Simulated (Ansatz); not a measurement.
**Te2Mo: a line through an energy map**

Aim: follow the energy of Te2Mo (P-3m1, No. 164; 12 atoms in the cell) along one coordinate, shift of Te1 along x, with the other held at shift of Te1 along [0 0 1] = 0.34 Å.

Program: Ansatz 0.2.0. Level of theory: DFT PBEsol, scalar-relativistic, plane waves, PAW. These are calculated values, not measurements.

1 further run of the same task is left out (set aside as unsound or not needed).

## (1) Starting point

The structure is trigonal, space group P-3m1 (No. 164). Conventional cell: a = 3.493 Å, b = 3.493 Å, c = 37.516 Å, α = 90.00°, β = 90.00°, γ = 120.00°. Around Te (site symmetry 3m) lie 3 Mo at 2.71 Å. Te (site symmetry 3m) has 3 Mo at 2.70 Å as nearest neighbours. Around Mo (site symmetry 3m) lie 6 Te at 2.70 to 2.71 Å. Mo (site symmetry 3m) has 6 Te at 2.71 Å as nearest neighbours.

Coordinates:

```
Te Mo
1.0
     3.49321    0.00000    0.00000
    -1.74660    3.02521    0.00000
     0.00000    0.00000   37.51612
Te Mo
8 4
Cartesian
  0.0000 2.0168 32.2054
  0.0000 2.0168 8.6976
  1.7466 1.0084 25.2107
  1.7466 1.0084 1.6997
  1.7466 1.0084 28.8186
  1.7466 1.0084 5.3107
  0.0000 2.0168 35.8164
  0.0000 2.0168 12.3054
  0.0000 2.0168 27.0123
  0.0000 2.0168 3.5052
  1.7466 1.0084 34.0109
  1.7466 1.0084 10.5038
```

It goes back to an entry of the Materials Project, which need not be the stable form.

This cell was relaxed beforehand with the same method: volume 33.04 Å³/atom, gap on the mesh 0.89 eV.

## (2) Plan of the line

Atoms count from 1 in the order of the input.

One atom moved over a plane, all else fixed.

The axes are (1) shift of Te1 along x: 5 values from −0.68 Å; (2) shift of Te1 along [0 0 1]: 5 values from −0.68 Å.

Nothing else is relaxed (all other atoms fixed). Energies count from the relaxed crystal. Points are written as (first, second).

## (3) Grid point (−0.68 Å, 0.34 Å)

The input, input.yaml:

```yaml
crystal:
  lattice:
    - [3.4932091909, 0.0, 0.0]
    - [-1.7466045954, 3.0252079, 0.0]
    - [0.0, 0.0, 37.5161156315]
  atoms:
    - { symbol: Te, position: [0.1162145159, 0.507724661, 0.8675052961] }
    - { symbol: Te, position: [0.3333333333, 0.6666666667, 0.2318351738] }
    - { symbol: Te, position: [0.6666666667, 0.3333333333, 0.6719958813] }
    - { symbol: Te, position: [0.6666666667, 0.3333333333, 0.0453069351] }
    - { symbol: Te, position: [0.6666666667, 0.3333333333, 0.7681648262] }
    - { symbol: Te, position: [0.6666666667, 0.3333333333, 0.1415574758] }
    - { symbol: Te, position: [0.3333333333, 0.6666666667, 0.9546930649] }
    - { symbol: Te, position: [0.3333333333, 0.6666666667, 0.3280041187] }
    - { symbol: Mo, position: [0.3333333333, 0.6666666667, 0.7200184287] }
    - { symbol: Mo, position: [0.3333333333, 0.6666666667, 0.0934314856] }
    - { symbol: Mo, position: [0.6666666667, 0.3333333333, 0.9065685144] }
    - { symbol: Mo, position: [0.6666666667, 0.3333333333, 0.2799815713] }
basis:
  ecutwfc: 420
kpoints:
  mp_grid: { grid: [9, 9, 1] }
hamiltonian:
  xc: pbesol
  pseudopotentials: { kind: paw, azcp: { folder: soft_1 } }
scf:
  occupations: { method: gaussian, width: 0.05 }
output:
  forces: true
  stress: true
  eigenvalues: true
```

Started as:

```console
ansatz run input.yaml --threads 4 --pin off --max-ram 8192MiB --backend cpu --events-out ev --progress --plain --runs-dir out
```

Further runs follow: the other points of the line.

Q: Predict the outcome of this session. Wanted: for each run, shift of Te1 along x; energy; slope; pressure; largest force on an atom.

**Answer**, as computed:

| shift of Te1 along x (Å) | step | energy (eV) | slope (eV per Å) | pressure (GPa) | largest force on an atom (eV/Å) |
| --- | --- | --- | --- | --- | --- |
| −0.68 | 3 | 5.43 | −14.7 | 6.49 | 23.3 |
| −0.34 | 4 | 1.93 | −6.2 | 3.57 | 10.4 |
| 0.00 | 5 | 0.94 | 0.0 | 2.74 | 5.9 |
| 0.34 | 6 | 1.67 | 3.9 | 3.33 | 8.5 |
| 0.68 | 7 | 3.31 | 5.2 | 4.61 | 12.6 |

Energies count from the relaxed crystal. Slopes come from the forces (and the stress, where the cell changes), not from differences of energies.

In words: The lowest point of the line is at 0.00 Å, 0.94 eV from the zero. Energies and slopes round the minimum, fitted together, put the minimum at 0.000 Å, with a curvature of about 15 eV per Å². The well is lopsided: two grid steps out, the energy rises by 4.50 eV towards smaller values and 2.37 eV towards larger ones. The highest point computed, at −0.68 Å, lies 4.50 eV above the lowest. This is one cut through a surface in two coordinates; the map's lowest point lies off it. With the other coordinates free, the energies away from the reference would be the same or lower. The host is rigid and the atom is kept to this plane, so wells and barriers of the map are not those of diffusion. The gap on the mesh closes on part of the grid. The runs treat Te without spin-orbit coupling. Where forces pass 15 eV/Å atoms stand far too close, the PAW spheres overlap strongly and those numbers are rough.

These are semilocal Kohn-Sham gaps, which aren't the measured quantity. Such gaps usually fall short of the measured ones; spin-orbit coupling, left out here, narrows gaps with Te, so the two errors partly cancel.
